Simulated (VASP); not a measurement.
# PtSe2 (C2/m) in VASP: notebook

Runs on PtSe2. Level: LDA+U. Tasks: single point.

All numbers are computed with VASP 6.6.1; they aren't measurements. Logs are shortened: lines on timing, memory, paths and dates and some standing lists are left out, and cuts for length are marked.

### Step 1. The structure

It takes space group C2/m (No. 12, monoclinic). The conventional cell has a = 6.560 Å, b = 4.022 Å, c = 4.626 Å, α = 90.00°, β = 90.04°, γ = 90.00°. Pt (site symmetry 2/m) has 6 Se at 2.45 to 2.71 Å as nearest neighbours. Se (site symmetry m) is surrounded by 3 Pt at 2.45 to 2.71 Å.

The cell was built by a generator and isn't the measured one.

### Step 2. Single point, LDA+U, collinear spin, ferromagnetic start

The input, INCAR:

```
SYSTEM = PtSe2
ALGO     = Normal         ! electronic algorithm
EDIFF    = 1E-6           ! SCF threshold, eV
ENCUT    = 520            ! plane-wave cutoff, eV
GGA      = CA             ! functional
ISIF     = 2              ! what is computed and relaxed
ISMEAR   = 0              ! smearing method
ISPIN    = 2              ! spin polarisation
LASPH    = .True.         ! aspherical terms in the spheres
LCHARG   = .False.        ! write CHGCAR
LDAU     = .True.         ! DFT+U
LDAUJ    = 0 0          
LDAUL    = 2 -1           ! shell
LDAUPRINT= 1            
LDAUTYPE = 2            
LDAUU    = 4 0            ! U, eV
LMAXMIX  = 4              ! l up to which the mixer works
LORBIT   = 11             ! projections on sites
LREAL    = .False.        ! projectors in reciprocal space
LWAVE    = .False.        ! write WAVECAR
MAGMOM   = 0.5 0 0        ! initial moments
NBANDS   = 22             ! bands
NELM     = 100            ! most SCF steps
PREC     = Accurate       ! precision mode
SIGMA    = 0.05           ! smearing width, eV
```

The input, KPOINTS:

```
k-points
0
Gamma
  6 6 4
  0 0 0
```

The input, POSCAR:

```
PtSe2
1.0
    3.2802082100     -2.0108328800      0.0000000000
    3.2802082100      2.0108328800      0.0000000000
   -0.0032294100      0.0000000000      4.6257814300
Pt Se
1 2
Direct
    0.0000000000      0.0000000000      0.0000000000
    0.6879000000      0.6879000000      0.2889000000
    0.3121000000      0.3121000000      0.7111000000
```

Potentials or basis: VASP PAW LDA potentials, release 64 (Pt, Se).

Command:

```sh
> cat potpaw_LDA.64/Pt/POTCAR potpaw_LDA.64/Se/POTCAR > POTCAR
> mpirun -np 1 vasp_std > vasp.out
```

OUTCAR:

```text
SYSTEM = PtSe2
   EDIFF = 1E-6
   ENCUT = 520
   GGA = CA
   ISIF = 2
   ISMEAR = 0
   ISPIN = 2
   LASPH = .True.
   LORBIT = 11
   LREAL = .False.
   NELM = 100
   PREC = Accurate

 ion  position               nearest neighbor table
   1  0.000  0.000  0.000-   2 2.45   3 2.45   2 2.71   2 2.71   3 2.71   3 2.71
   2  0.688  0.688  0.289-   1 2.45   1 2.71   1 2.71
   3  0.312  0.312  0.711-   1 2.45   1 2.71   1 2.71

  LATTYP: Found a base centered monoclinic cell.
 ALAT       =     6.5604164200
 B/A-ratio  =     0.6130198912
 C/A-ratio  =     0.7051050210
 COS(beta)  =    -0.0006981327

  Lattice vectors:

 A1 = (   3.2802082100,  -2.0108328800,   0.0000000000)
 A2 = (   3.2802082100,   2.0108328800,   0.0000000000)
 A3 = (  -0.0032294100,   0.0000000000,   4.6257814300)

Analysis of symmetry for initial positions (statically):
=====================================================================
 Subroutine PRICEL returns:
 Original cell was already a primitive cell.

 Routine SETGRP: Setting up the symmetry group for a
 base centered monoclinic supercell.

 Subroutine GETGRP returns: Found  4 space group operations
 (whereof  4 operations were pure point group operations)
 out of a pool of  4 trial point group operations.

The static configuration has the point symmetry C_2h.

Analysis of symmetry for dynamics (positions and initial velocities):
=====================================================================
 Subroutine PRICEL returns:
 Original cell was already a primitive cell.

 Routine SETGRP: Setting up the symmetry group for a
 base centered monoclinic supercell.

 Subroutine GETGRP returns: Found  4 space group operations
 (whereof  4 operations were pure point group operations)
 out of a pool of  4 trial point group operations.

The dynamic configuration has the point symmetry C_2h.

Analysis of structural, dynamic, and magnetic symmetry:
=====================================================================
 Subroutine PRICEL returns:
 Original cell was already a primitive cell.

 Routine SETGRP: Setting up the symmetry group for a
 base centered monoclinic supercell.

 Subroutine GETGRP returns: Found  4 space group operations
 (whereof  4 operations were pure point group operations)
 out of a pool of  4 trial point group operations.

The overall configuration has the point symmetry C_2h.

 Subroutine INISYM returns: Found  4 space group operations
 (whereof  4 operations are pure point group operations),
 and found     1 'primitive' translations

----------------------------------------------------------------------------------------

                                     Primitive cell

  volume of cell :      61.0229

  direct lattice vectors                    reciprocal lattice vectors
     3.280208210 -2.010832880  0.000000000     0.152429348 -0.248653185  0.000106416
     3.280208210  2.010832880  0.000000000     0.152429348  0.248653185  0.000106416
    -0.003229410  0.000000000  4.625781430     0.000000000  0.000000000  0.216179691

  length of vectors
     3.847494610  3.847494610  4.625782557     0.291655831  0.291655831  0.216179691

  position of ions in fractional coordinates (direct lattice)
     0.000000000  0.000000000  0.000000000
     0.687900000  0.687900000  0.288900000
     0.312100000  0.312100000  0.711100000

  ion indices of the primitive-cell ions
   primitive index   ion index
                 1           1
                 2           2
                 3           3

----------------------------------------------------------------------------------------

[... 85 lines left out ...]
   EFERMI_NEDOS =   21; number of points for ismear=-14 and -15
   IALGO  =     38    algorithm
   IMIX   =      4    mixing-type and parameters
     AMIX     =   0.40;   BMIX     =  1.00
     AMIX_MAG =   1.60;   BMIX_MAG =  1.00
  volume/ion in A,a.u.               =      20.34       137.27
  Fermi-wavevector in a.u.,A,eV,Ry     =   1.165158  2.201830 18.471183  1.357594
  Thomas-Fermi vector in A             =   2.301687
   LORBIT       =     11    0 simple, 1 ext, 2 COOP (PROOUT), +10 PAW based schemes
 LDA+U is selected, type is set to LDAUTYPE =  2
   angular momentum for each species LDAUL =     2   -1
   U (eV)           for each species LDAUU =   4.0  0.0
   J (eV)           for each species LDAUJ =   0.0  0.0
   GGA     = CA    functional components
   LHFCALC =     F    Hartree Fock is set to
   AEXX    =    0.0000 exact exchange contribution
   IVDW    =     0    specifies the selected vdW correction
   LEPSILON=     F    determine dielectric tensor
   LRPA    =     F    only Hartree local field effects (RPA)
 spin polarized calculation
 Gauss-broadening in eV      SIGMA  =   0.05
  energy-cutoff  :      520.00
  volume of cell :       61.02
 maximum number of plane-waves:      1668
 NGX is ok and might be reduce to    30
   NGX = 15   NGY = 15   NGZ = 17

 number of electron      22.0000000 magnetization       0.0642768

 Free energy of the ion-electron system (eV)
  ---------------------------------------------------
  ext. energy  EPLUGINS =         0.00000000
  ---------------------------------------------------
  free energy    TOTEN  =       -13.96077805 eV

  energy without entropy =      -13.95894840  energy(sigma->0) =      -13.95986323

atom =   1  type =  1  l = 2

 onsite density matrix

spin component  1

  0.8565 -0.0760  0.0000  0.0000  0.0000
 -0.0760  0.8224  0.0000  0.0000  0.0000
  0.0000  0.0000  0.9157  0.0097 -0.0048
  0.0000  0.0000  0.0097  0.7751  0.1044
  0.0000  0.0000 -0.0048  0.1044  0.8401

spin component  2

  0.8565 -0.0760  0.0000  0.0000  0.0000
 -0.0760  0.8224  0.0000  0.0000  0.0000
  0.0000  0.0000  0.9157  0.0097 -0.0048
  0.0000  0.0000  0.0097  0.7751  0.1044
  0.0000  0.0000 -0.0048  0.1044  0.8401

 occupancies and eigenvectors

  o =  0.6977  v =  0.0000  0.0000  0.0488 -0.8047  0.5917  0.0000  0.0000  0.0000  0.0000  0.0000      0.0000  0.0000  0.0000  0.0000  0.0000  0.0000  0.0000  0.0000  0.0000  0.0000
  o =  0.6977  v =  0.0000  0.0000  0.0000  0.0000  0.0000  0.0000  0.0000  0.0488 -0.8047  0.5917      0.0000  0.0000  0.0000  0.0000  0.0000  0.0000  0.0000  0.0000  0.0000  0.0000
  o =  0.7616  v =  0.0000  0.0000  0.0000  0.0000  0.0000 -0.6250 -0.7807  0.0000  0.0000  0.0000      0.0000  0.0000  0.0000  0.0000  0.0000  0.0000  0.0000  0.0000  0.0000  0.0000
  o =  0.7616  v = -0.6250 -0.7807  0.0000  0.0000  0.0000  0.0000  0.0000  0.0000  0.0000  0.0000      0.0000  0.0000  0.0000  0.0000  0.0000  0.0000  0.0000  0.0000  0.0000  0.0000
  o =  0.9146  v =  0.0000  0.0000  0.0000  0.0000  0.0000  0.0000  0.0000 -0.7656  0.3503  0.5395      0.0000  0.0000  0.0000  0.0000  0.0000  0.0000  0.0000  0.0000  0.0000  0.0000
  o =  0.9147  v =  0.0000  0.0000 -0.7657  0.3503  0.5395  0.0000  0.0000  0.0000  0.0000  0.0000      0.0000  0.0000  0.0000  0.0000  0.0000  0.0000  0.0000  0.0000  0.0000  0.0000
  o =  0.9174  v =  0.0000  0.0000  0.0000  0.0000  0.0000 -0.7807  0.6250  0.0000  0.0000  0.0000      0.0000  0.0000  0.0000  0.0000  0.0000  0.0000  0.0000  0.0000  0.0000  0.0000
  o =  0.9174  v = -0.7807  0.6250  0.0000  0.0000  0.0000  0.0000  0.0000  0.0000  0.0000  0.0000      0.0000  0.0000  0.0000  0.0000  0.0000  0.0000  0.0000  0.0000  0.0000  0.0000
  o =  0.9185  v =  0.0000  0.0000  0.0000  0.0000  0.0000  0.0000  0.0000 -0.6414 -0.4794 -0.5990      0.0000  0.0000  0.0000  0.0000  0.0000  0.0000  0.0000  0.0000  0.0000  0.0000
  o =  0.9185  v =  0.0000  0.0000 -0.6414 -0.4794 -0.5990  0.0000  0.0000  0.0000  0.0000  0.0000      0.0000  0.0000  0.0000  0.0000  0.0000  0.0000  0.0000  0.0000  0.0000  0.0000

 number of electron      22.0000000 magnetization       0.0000892

 Free energy of the ion-electron system (eV)
  ---------------------------------------------------
  ext. energy  EPLUGINS =         0.00000000
  ---------------------------------------------------
  free energy    TOTEN  =       -13.87753263 eV

  energy without entropy =      -13.87628012  energy(sigma->0) =      -13.87690637

 E-fermi :   5.8689     XC(G=0): -10.9748

 val. band max:        5.8631620957   @ k =   0.1667   0.0000   0.5000
 cond. band min:       5.8778106529   @ k =  -0.3333   0.3333   0.0000
 fundamental gap:      0.0146485571
 Fermi energy:         5.8689111110

 spin component 1

 k-point     1 :       0.0000    0.0000    0.0000
  band No.  band energies     occupation
      1      -9.2866      1.00000
      2      -5.9993      1.00000
      3      -0.7314      1.00000
      4       0.1460      1.00000
      5       0.3066      1.00000
      6       2.0566      1.00000
[... 1193 lines left out ...]
     21      18.3985      0.00000
     22      19.8955      0.00000

 [... further k-points ...]

------------------------ aborting loop because EDIFF is reached ----------------------------------------

  FORCE on cell =-STRESS in cart. coord.  units (eV):
  Direction    XX          YY          ZZ          XY          YZ          ZX
  --------------------------------------------------------------------------------------
  -------------------------------------------------------------------------------------
  Total       -3.1512708     -6.5430232     -2.9456535      0.0000000      0.0000000     -1.7051264
  in kB      -82.7377698   -171.7894728    -77.3392120      0.0000000      0.0000000    -44.7687191
  external PRESSURE =    -110.6221516 kB  Pullay stress =       0.0000000 kB

 VOLUME and BASIS-vectors are now :
 -----------------------------------------------------------------------------
  energy-cutoff  :      520.00
  volume of cell :       61.02
      direct lattice vectors                 reciprocal lattice vectors
     3.280208210 -2.010832880  0.000000000     0.152429348 -0.248653185  0.000106416
     3.280208210  2.010832880  0.000000000     0.152429348  0.248653185  0.000106416
    -0.003229410  0.000000000  4.625781430     0.000000000  0.000000000  0.216179691

 POSITION                                       TOTAL-FORCE (eV/Angst)
 -----------------------------------------------------------------------------------
      0.00000      0.00000      0.00000         0.000000      0.000000      0.000000
      4.51198      0.00000      1.33639        -0.501605      0.000000     -1.014518
      2.04521      0.00000      3.28939         0.501605      0.000000      1.014518
 -----------------------------------------------------------------------------------
    total drift:                                0.000000      0.000000      0.000000

  FREE ENERGIE OF THE ION-ELECTRON SYSTEM (eV)
  ---------------------------------------------------
  free  energy   TOTEN  =       -13.8775326281 eV

  energy  without entropy=      -13.8762801174  energy(sigma->0) =      -13.87690637

 total charge

# of ion       s       p       d       tot
------------------------------------------
    1        0.610   0.511   8.361   9.483
    2        1.502   2.141   0.062   3.705
    3        1.502   2.141   0.062   3.705
--------------------------------------------------
tot          3.615   4.793   8.485  16.893

 magnetization (x)

# of ion       s       p       d       tot
------------------------------------------
    1       -0.000  -0.000   0.000   0.000
    2        0.000   0.000  -0.000   0.000
    3        0.000   0.000  -0.000   0.000
--------------------------------------------------
tot         -0.000   0.000   0.000   0.000
```

Run time: 92 s. Hardware: 1 thread of Intel Xeon Platinum 8375C at 2.90GHz (Ice Lake), shared host; peak memory 0.23 GiB.

What came out:

* Free energy: -13.8775 eV
* Pressure: -11.1 GPa
* Largest force: 1.132 eV/Å
* Band gap on the k mesh: none (metal or under the smearing width)
* Net moment: 0.00 μB per cell
* Valence electrons inside the program's atomic spheres: Pt 9.48; Se 3.71

Forces in eV/Å, atoms in the order of the input:
```
Pt   0.000  0.000  0.000
Se  -0.502  0.000 -1.015
Se   0.502  0.000  1.015
```

Levels at points of the mesh, in eV from the Fermi level:
Spin up:
```tsv
k point	band 9	band 10	band 11	band 12	band 13	band 14
(0.00, 0.00, 0.00)	-1.00	-0.17	-0.10	0.74	1.01	3.83
(0.50, 0.00, 0.00)	-3.28	-2.78	-2.44	0.09	2.66	5.76
(0.50, 0.50, 0.00)	-3.56	-2.70	-2.26	1.00	2.30	5.01
(0.00, 0.00, 0.50)	-2.15	-1.96	-1.50	2.14	2.33	5.37
(0.50, 0.00, 0.50)	-3.14	-1.76	-0.07	0.22	1.81	4.94
(0.50, 0.50, 0.50)	-2.95	-1.92	-1.39	-0.35	1.09	6.02
```
Spin down:
| k point | band 9 | band 10 | band 11 | band 12 | band 13 | band 14 |
| --- | --- | --- | --- | --- | --- | --- |
| (0.00, 0.00, 0.00) | -1.00 | -0.17 | -0.10 | 0.74 | 1.01 | 3.83 |
| (0.50, 0.00, 0.00) | -3.28 | -2.78 | -2.44 | 0.09 | 2.66 | 5.76 |
| (0.50, 0.50, 0.00) | -3.56 | -2.70 | -2.26 | 1.00 | 2.30 | 5.01 |
| (0.00, 0.00, 0.50) | -2.15 | -1.96 | -1.50 | 2.14 | 2.33 | 5.37 |
| (0.50, 0.00, 0.50) | -3.14 | -1.76 | -0.07 | 0.22 | 1.81 | 4.94 |
| (0.50, 0.50, 0.50) | -2.95 | -1.92 | -1.39 | -0.35 | 1.09 | 6.02 |

Eigenvalues of the final occupation matrices:
```tsv
site	spin	trace	eigenvalues
site 1 d	1	4.21	0.70 0.76 0.91 0.92 0.92
site 1 d	2	4.21	0.70 0.76 0.91 0.92 0.92
```

Caveat: forces of over 1 eV/Å show positions far from the minimum, so gaps and moduli don't describe the material at rest.

(Part 1 of 3 ends here.)
